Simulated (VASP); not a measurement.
Method: LDA (Ceperley-Alder, Perdew-Zunger), VASP's LDA PAW potentials (set 64) (plane waves; VASP 6.6.1).

Input for VASP

### POSCAR
```
CaF2
1
    0.0000000000     2.6688414330     2.6688414330
    2.6688414330     0.0000000000     2.6688414330
    2.6688414330     2.6688414330     0.0000000000
Ca F
1 2
Direct
  0.0000000000   1.0000000000   0.0000000000
  0.2500000000   0.2500000000   0.2500000000
  0.7500000000   0.7500000000   0.7500000000
```

**INCAR**
```
# general
SYSTEM   = CaF2
PREC     = Accurate
ENCUT    = 520
LREAL    = .FALSE.
LASPH    = .TRUE.   # aspherical one-centre terms

# electronic loop
EDIFF    = 1E-8
NELM     = 100
ALGO     = Normal

# smearing
ISMEAR   = 0   # Gaussian
SIGMA    = 0.01

# ions
IBRION   = 8   # DFPT with symmetry
NSW      = 1

# output
LWAVE    = .FALSE.
LCHARG   = .FALSE.

# other
LEPSILON = .TRUE.
```

File KPOINTS:
```
Automatic mesh
0
Gamma
7 7 7
0 0 0
```

POTCAR, in this order: Ca_sv F (LDA.64 set). Program: vasp_std.

What VASP printed:

OSZICAR:
```
...
RMM:  19    -0.151367843379E+00   -0.18491E-07    0.15107E-08  1003   0.534E-05    0.181E-05
RMM:  20    -0.151367884891E+00   -0.41511E-07   -0.12665E-08  1108   0.583E-05    0.355E-06
 Linear response to external field, progress :
  Direction:   2
       N       E                     dE             d eps       ncg     rms          rms(c)
RMM:   1    -0.150888409008E+00   -0.15089E+00   -0.20712E-01  2610   0.406E+00
RMM:   2    -0.153260941670E+00   -0.23725E-02   -0.25062E-02  2560   0.896E-01    0.683E-01
RMM:   3    -0.145846951292E+00    0.74140E-02   -0.11451E-02  2281   0.925E-01    0.336E-01
RMM:   4    -0.148205803823E+00   -0.23589E-02   -0.57842E-03  2353   0.683E-01    0.994E-02
RMM:   5    -0.150829497721E+00   -0.26237E-02   -0.24335E-03  2578   0.310E-01    0.232E-02
RMM:   6    -0.151265875371E+00   -0.43638E-03   -0.50533E-04  2774   0.114E-01    0.154E-02
RMM:   7    -0.151373966959E+00   -0.10809E-03   -0.83746E-05  2665   0.518E-02    0.403E-03
RMM:   8    -0.151346286752E+00    0.27680E-04   -0.28773E-05  2763   0.256E-02    0.450E-03
RMM:   9    -0.151354129581E+00   -0.78428E-05   -0.10792E-05  2974   0.114E-02    0.339E-03
RMM:  10    -0.151357345387E+00   -0.32158E-05   -0.49026E-06  3019   0.491E-03    0.295E-03
RMM:  11    -0.151367627613E+00   -0.10282E-04   -0.20553E-06  2602   0.398E-03    0.459E-04
RMM:  12    -0.151368046281E+00   -0.41867E-06   -0.13868E-06  2894   0.147E-03    0.140E-04
RMM:  13    -0.151367617614E+00    0.42867E-06   -0.46018E-07  2721   0.594E-04    0.555E-05
RMM:  14    -0.151367644135E+00   -0.26521E-07   -0.23079E-07  2496   0.269E-04    0.847E-05
RMM:  15    -0.151367611150E+00    0.32985E-07   -0.49504E-08  2074   0.145E-04    0.893E-05
RMM:  16    -0.151367858682E+00   -0.24753E-06    0.44140E-09  1835   0.110E-04    0.922E-06
 Linear response to external field, progress :
  Direction:   3
       N       E                     dE             d eps       ncg     rms          rms(c)
RMM:   1    -0.150872267518E+00   -0.15087E+00   -0.20696E-01  2609   0.406E+00
RMM:   2    -0.153260348873E+00   -0.23881E-02   -0.25086E-02  2560   0.895E-01    0.683E-01
RMM:   3    -0.145846434690E+00    0.74139E-02   -0.11456E-02  2276   0.925E-01    0.336E-01
RMM:   4    -0.148205773438E+00   -0.23593E-02   -0.57862E-03  2351   0.683E-01    0.994E-02
RMM:   5    -0.150829460876E+00   -0.26237E-02   -0.24336E-03  2572   0.310E-01    0.232E-02
RMM:   6    -0.151265760390E+00   -0.43630E-03   -0.50526E-04  2775   0.114E-01    0.154E-02
RMM:   7    -0.151373996597E+00   -0.10824E-03   -0.84782E-05  2665   0.518E-02    0.403E-03
RMM:   8    -0.151346220804E+00    0.27776E-04   -0.27626E-05  2761   0.256E-02    0.450E-03
RMM:   9    -0.151354101801E+00   -0.78810E-05   -0.42928E-06  2974   0.115E-02    0.339E-03
RMM:  10    -0.151357365655E+00   -0.32639E-05   -0.67090E-09  3018   0.494E-03    0.294E-03
RMM:  11    -0.151367628259E+00   -0.10263E-04   -0.11932E-09  2593   0.401E-03    0.480E-04
RMM:  12    -0.151367989945E+00   -0.36169E-06   -0.46964E-07  2885   0.148E-03    0.125E-04
RMM:  13    -0.151367601112E+00    0.38883E-06   -0.16398E-07  2727   0.602E-04    0.605E-05
RMM:  14    -0.151367657918E+00   -0.56806E-07   -0.14263E-07  2483   0.265E-04    0.749E-05
RMM:  15    -0.151367602762E+00    0.55156E-07   -0.85936E-08  2141   0.146E-04    0.974E-05
RMM:  16    -0.151367816053E+00   -0.21329E-06   -0.55102E-08  1809   0.108E-04    0.226E-05
RMM:  17    -0.151367802852E+00    0.13201E-07   -0.42974E-09  1238   0.602E-05    0.304E-05
RMM:  18    -0.151367861012E+00   -0.58160E-07   -0.88837E-10  1151   0.579E-05    0.928E-06
 Linear response DOF=           2
 Linear response progress:
  Degree of freedom:   1/  2
       N       E                     dE             d eps       ncg     rms          rms(c)
RMM:   1    -0.439169537769E+00   -0.43917E+00    0.24487E-01  1533   0.106E+01
RMM:   2    -0.403377420124E+00    0.35792E-01   -0.58676E-02  2009   0.218E+00    0.214E-01
RMM:   3    -0.404346509851E+00   -0.96909E-03   -0.22069E-02  2494   0.679E-01    0.156E-01
RMM:   4    -0.404663209265E+00   -0.31670E-03   -0.33444E-03  2778   0.279E-01    0.861E-02
RMM:   5    -0.404373863832E+00    0.28935E-03   -0.38692E-04  2586   0.134E-01    0.147E-02
RMM:   6    -0.404481941818E+00   -0.10808E-03   -0.20123E-04  2841   0.645E-02    0.129E-02
RMM:   7    -0.404471192797E+00    0.10749E-04   -0.35732E-05  2952   0.293E-02    0.873E-03
RMM:   8    -0.404450471581E+00    0.20721E-04   -0.14375E-05  2873   0.140E-02    0.591E-03
RMM:   9    -0.404426214600E+00    0.24257E-04   -0.43341E-05  2657   0.102E-02    0.113E-03
RMM:  10    -0.404423943098E+00    0.22715E-05   -0.36082E-05  3002   0.584E-03    0.387E-04
RMM:  11    -0.404425347632E+00   -0.14045E-05   -0.28200E-05  2964   0.354E-03    0.396E-04
RMM:  12    -0.404423435593E+00    0.19120E-05   -0.25140E-05  2882   0.259E-03    0.723E-05
RMM:  13    -0.404424464259E+00   -0.10287E-05   -0.19081E-05  2806   0.200E-03    0.165E-04
RMM:  14    -0.404424410539E+00    0.53720E-07   -0.13449E-05  2857   0.149E-03    0.124E-04
RMM:  15    -0.404425190601E+00   -0.78006E-06   -0.10662E-05  2926   0.115E-03    0.485E-05
RMM:  16    -0.404425402838E+00   -0.21224E-06   -0.83258E-06  3070   0.892E-04    0.355E-05
RMM:  17    -0.404425519578E+00   -0.11674E-06   -0.62994E-06  2872   0.708E-04    0.347E-05
RMM:  18    -0.404425880332E+00   -0.36075E-06   -0.50639E-06  2558   0.600E-04    0.591E-06
RMM:  19    -0.404425856730E+00    0.23603E-07   -0.39275E-06  2839   0.467E-04    0.169E-05
RMM:  20    -0.404425970421E+00   -0.11369E-06   -0.32142E-06  2661   0.384E-04    0.138E-05
RMM:  21    -0.404425949832E+00    0.20589E-07   -0.25471E-06  2799   0.310E-04    0.240E-05
RMM:  22    -0.404425993742E+00   -0.43910E-07   -0.20248E-06  2622   0.256E-04    0.256E-05
RMM:  23    -0.404426031054E+00   -0.37312E-07   -0.16243E-06  2570   0.214E-04    0.260E-05
RMM:  24    -0.404426098018E+00   -0.66964E-07   -0.12955E-06  2630   0.181E-04    0.229E-05
 Linear response progress:
  Degree of freedom:   2/  2
       N       E                     dE             d eps       ncg     rms          rms(c)
RMM:   1    -0.535108524823E+00   -0.53511E+00    0.49164E-01  3964   0.506E+00
RMM:   2    -0.522175681165E+00    0.12933E-01   -0.15436E-02  3438   0.101E+00    0.889E-02
RMM:   3    -0.523511555377E+00   -0.13359E-02   -0.18116E-03  4129   0.243E-01    0.461E-02
RMM:   4    -0.525160725735E+00   -0.16492E-02   -0.64244E-04  3978   0.153E-01    0.102E-02
RMM:   5    -0.525298784590E+00   -0.13806E-03   -0.23520E-04  4862   0.595E-02    0.462E-03
RMM:   6    -0.525300053214E+00   -0.12686E-05   -0.24857E-05  5028   0.218E-02    0.223E-03
RMM:   7    -0.525283321247E+00    0.16732E-04   -0.51664E-06  4892   0.923E-03    0.786E-04
RMM:   8    -0.525282910440E+00    0.41081E-06   -0.13248E-06  5121   0.414E-03    0.367E-04
RMM:   9    -0.525285749142E+00   -0.28387E-05   -0.11413E-06  4906   0.194E-03    0.132E-04
RMM:  10    -0.525284892495E+00    0.85665E-06    0.20593E-06  5176   0.963E-04    0.335E-05
RMM:  11    -0.525284911055E+00   -0.18560E-07    0.20325E-07  5396   0.455E-04    0.313E-05
RMM:  12    -0.525285030695E+00   -0.11964E-06   -0.12768E-07  5314   0.208E-04    0.196E-05
RMM:  13    -0.525285047081E+00   -0.16386E-07   -0.82775E-08  5324   0.104E-04    0.593E-06
RMM:  14    -0.525285063279E+00   -0.16197E-07   -0.13355E-08  5523   0.501E-05    0.574E-06
RMM:  15    -0.525285102502E+00   -0.39224E-07   -0.77380E-09  5125   0.251E-05    0.274E-06
RMM:  16    -0.525285106236E+00   -0.37340E-08    0.14387E-09  5338   0.134E-05    0.777E-07
 Linear response finished
```

**OUTCAR**
```
------------------------ aborting loop because EDIFF is reached ----------------------------------------

 HEAD OF MICROSCOPIC STATIC DIELECTRIC TENSOR (INDEPENDENT PARTICLE, excluding Hartree and local field effects)
 ------------------------------------------------------
           2.478256     0.000000     0.000000
          -0.000000     2.478256     0.000000
           0.000000     0.000000     2.478256
 ------------------------------------------------------

 MACROSCOPIC STATIC DIELECTRIC TENSOR (including local field effects in DFT)
 ------------------------------------------------------
           2.358648     0.000000     0.000000
          -0.000000     2.358648     0.000000
           0.000000    -0.000000     2.358648
 ------------------------------------------------------

 PIEZOELECTRIC TENSOR (including local field effects)  for field in x, y, z        (e  Angst)
          XX          YY          ZZ          XY          YZ          ZX
  --------------------------------------------------------------------------------
  x     0.00000     0.00000     0.00000     0.00000     0.00000     0.00000
  y     0.00000     0.00000     0.00000     0.00000     0.00000     0.00000
  z     0.00000     0.00000     0.00000     0.00000     0.00000     0.00000

 PIEZOELECTRIC TENSOR (including local field effects)  for field in x, y, z        (C/m^2)
          XX          YY          ZZ          XY          YZ          ZX
  --------------------------------------------------------------------------------
  x     0.00000     0.00000     0.00000     0.00000     0.00000     0.00000
  y     0.00000     0.00000     0.00000     0.00000     0.00000     0.00000
  z     0.00000     0.00000     0.00000     0.00000     0.00000     0.00000

 BORN EFFECTIVE CHARGES (including local field effects) (in |e|, cummulative output)
 ---------------------------------------------------------------------------------
 ion    1
    1     2.37693     0.00000     0.00000
    2     0.00000     2.37693     0.00000
    3     0.00000     0.00000     2.37693
 ion    2
    1    -1.18846     0.00000     0.00000
    2     0.00000    -1.18846     0.00000
    3     0.00000     0.00000    -1.18846
 ion    3
    1    -1.18846     0.00000     0.00000
    2     0.00000    -1.18846     0.00000
    3     0.00000     0.00000    -1.18846

   1 f  =   10.172068 THz    63.912988 2PiTHz  339.303663 cm-1    42.068274 meV
             X         Y         Z           dx          dy          dz
      0.000000  0.000000  0.000000     0.000000    0.000000    0.000000
      1.334421  1.334421  1.334421    -0.078537   -0.688910    0.138692
      4.003262  4.003262  4.003262     0.078537    0.688910   -0.138692

   2 f  =   10.172068 THz    63.912988 2PiTHz  339.303663 cm-1    42.068274 meV
             X         Y         Z           dx          dy          dz
      0.000000  0.000000  0.000000    -0.000000   -0.000000   -0.000000
      1.334421  1.334421  1.334421     0.008740    0.138587    0.693338
      4.003262  4.003262  4.003262    -0.008740   -0.138587   -0.693338

   3 f  =   10.172068 THz    63.912988 2PiTHz  339.303663 cm-1    42.068274 meV
             X         Y         Z           dx          dy          dz
      0.000000  0.000000  0.000000    -0.000000   -0.000000    0.000000
      1.334421  1.334421  1.334421     0.702677   -0.078722    0.006878
      4.003262  4.003262  4.003262    -0.702677    0.078722   -0.006878

   4 f  =    8.450439 THz    53.095677 2PiTHz  281.876318 cm-1    34.948194 meV
             X         Y         Z           dx          dy          dz
      0.000000  0.000000  0.000000     0.017208   -0.012579    0.697519
      1.334421  1.334421  1.334421    -0.012488    0.009129   -0.506229
      4.003262  4.003262  4.003262    -0.012488    0.009129   -0.506229

   5 f  =    8.450439 THz    53.095677 2PiTHz  281.876318 cm-1    34.948194 meV
             X         Y         Z           dx          dy          dz
      0.000000  0.000000  0.000000     0.389593    0.578968    0.000830
      1.334421  1.334421  1.334421    -0.282749   -0.420189   -0.000602
      4.003262  4.003262  4.003262    -0.282749   -0.420189   -0.000602

   6 f  =    8.450439 THz    53.095677 2PiTHz  281.876318 cm-1    34.948194 meV
             X         Y         Z           dx          dy          dz
      0.000000  0.000000  0.000000    -0.578712    0.389390    0.021299
      1.334421  1.334421  1.334421     0.420004   -0.282603   -0.015458
      4.003262  4.003262  4.003262     0.420004   -0.282603   -0.015458

   7 f/i=    0.002705 THz     0.016997 2PiTHz    0.090234 cm-1     0.011188 meV
             X         Y         Z           dx          dy          dz
      0.000000  0.000000  0.000000     0.352699   -0.554354   -0.285145
      1.334421  1.334421  1.334421     0.242987   -0.381915   -0.196447
      4.003262  4.003262  4.003262     0.242987   -0.381915   -0.196447

   8 f/i=    0.002705 THz     0.016997 2PiTHz    0.090234 cm-1     0.011188 meV
             X         Y         Z           dx          dy          dz
      0.000000  0.000000  0.000000    -0.195841    0.212501   -0.655365
      1.334421  1.334421  1.334421    -0.134922    0.146400   -0.451504
      4.003262  4.003262  4.003262    -0.134922    0.146400   -0.451504

   9 f/i=    0.002705 THz     0.016997 2PiTHz    0.090234 cm-1     0.011188 meV
             X         Y         Z           dx          dy          dz
      0.000000  0.000000  0.000000    -0.591830   -0.400684    0.046934
      1.334421  1.334421  1.334421    -0.407733   -0.276046    0.032335
      4.003262  4.003262  4.003262    -0.407733   -0.276046    0.032335

 MACROSCOPIC STATIC DIELECTRIC TENSOR IONIC CONTRIBUTION
 ------------------------------------------------------
           4.717413    -0.000000    -0.000000
          -0.000000     4.717413    -0.000000
          -0.000000    -0.000000     4.717413
 ------------------------------------------------------

 ELASTIC MODULI CONTR FROM IONIC RELAXATION (kBar)
 Direction    XX          YY          ZZ          XY          YZ          ZX
 --------------------------------------------------------------------------------
 XX           0.0000      0.0000      0.0000      0.0000      0.0000      0.0000
...
```
(Selected blocks of OUTCAR.)

OUTCAR:
```
 val. band max:       -1.0019934885   @ k =  -0.4286   0.4286   0.0000

 cond. band min:       6.3477308710   @ k =   0.0000   0.0000   0.0000


 Fermi energy:        -0.9256573177

 k-point     1 :       0.0000    0.0000    0.0000
  band No.  band energies     occupation
      1     -36.0882      2.00000
      2     -20.6737      2.00000
      3     -19.7405      2.00000
      4     -17.3265      2.00000
      5     -17.3265      2.00000
      6     -17.3265      2.00000
      7      -3.3707      2.00000
      8      -3.3707      2.00000
      9      -3.3707      2.00000
     10      -1.2388      2.00000
     11      -1.2388      2.00000
     12      -1.2388      2.00000
     13       6.3477      0.00000
     14       8.3142      0.00000
     15       8.3142      0.00000
     16      10.7796      0.00000

 k-point     2 :       0.1429    0.0000    0.0000
  band No.  band energies     occupation
      1     -36.0780      2.00000
      2     -20.7415      2.00000
      3     -19.8087      2.00000
      4     -17.3382      2.00000
      5     -17.3382      2.00000
      6     -17.2153      2.00000
      7      -3.2655      2.00000
      8      -3.2655      2.00000
      9      -3.1694      2.00000
     10      -1.4989      2.00000
     11      -1.3434      2.00000
     12      -1.3434      2.00000
     13       6.8812      0.00000
     14       8.3675      0.00000
     15       8.3675      0.00000
     16      10.5642      0.00000

 k-point     3 :       0.2857    0.0000    0.0000
  band No.  band energies     occupation
      1     -36.0549      2.00000
      2     -20.8426      2.00000
      3     -20.0154      2.00000
      4     -17.3642      2.00000
      5     -17.3642      2.00000
      6     -16.9511      2.00000
      7      -3.0061      2.00000
      8      -3.0061      2.00000
      9      -2.7314      2.00000
     10      -1.9877      2.00000
     11      -1.5898      2.00000
     12      -1.5898      2.00000
     13       7.9578      0.00000
...
```

The compound is CaF2 in the fluorite structure. It was relaxed first, which changed the volume by -7 %.
